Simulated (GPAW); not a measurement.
Here is a GPAW 26.7.0 calculation.

Contents of run.py:

```python
from ase.dft.bandgap import bandgap
from ase.io import write
from ase.spacegroup import crystal
from ase.units import GPa
from gpaw import GPAW, PW

# W 2c
# S 4f
atoms = crystal(['W', 'S'],
                basis=[[0.6666666667, 0.3333333333, 0.75],
                       [0.6666666667, 0.3333333333, 0.375]],
                spacegroup=194, setting=1,  # P6_3/mmc
                cellpar=[3.18, 3.18, 12.5, 90.0, 90.0, 120.0],
                primitive_cell=True)

calc = GPAW(mode=PW(500),
            xc='PBE',
            kpts={'size': (8, 8, 2), 'gamma': True},
            occupations={'name': 'fermi-dirac', 'width': 0.05},
            nbands=46,
            maxiter=120,
            txt='gpaw.txt')
atoms.calc = calc
energy = atoms.get_potential_energy()
forces = atoms.get_forces()
stress = atoms.get_stress()
calc.write('gs.gpw')
write('result.traj', atoms)
print(f'Energy: {energy:.6f} eV')
print('Forces (eV/A):')
print(forces.round(4))
print('Stress (GPa):', (stress / GPa).round(3))
print('Fermi level:', round(calc.get_fermi_level(), 4), 'eV')
print(f'Gap: {bandgap(calc)[0]:.4f} eV, direct: {bandgap(calc, direct=True)[0]:.4f} eV')
```

Potentials or basis: GPAW PAW data sets (gpaw-data 1.2.1), pw.

Launch:

```console
$ OMP_NUM_THREADS=1 python run.py
```

Q: What does it give for the band gap on the k mesh?

A: 1.19 eV, indirect (least direct gap 2.18 eV).

Q: What does it give for the largest force?

A: 0.147 eV/Å.

Forces in eV/Å, atoms in the order of the input:
```
W    0.000  0.000  0.000
W    0.000  0.000  0.000
S    0.000  0.000  0.146
S    0.000  0.000  0.147
S    0.000  0.000 -0.146
S    0.000  0.000 -0.147
```

Caveat: the cutoff is short for stress and forces, so pressures can be off by a GPa or more; spin-orbit coupling is left out, which moves the levels of the heavy elements; this functional lacks dispersion, which binds the layers, so the pressure and a relaxed spacing across them are unreliable. PBE gaps usually lie below the measured ones, often by a third to a half.
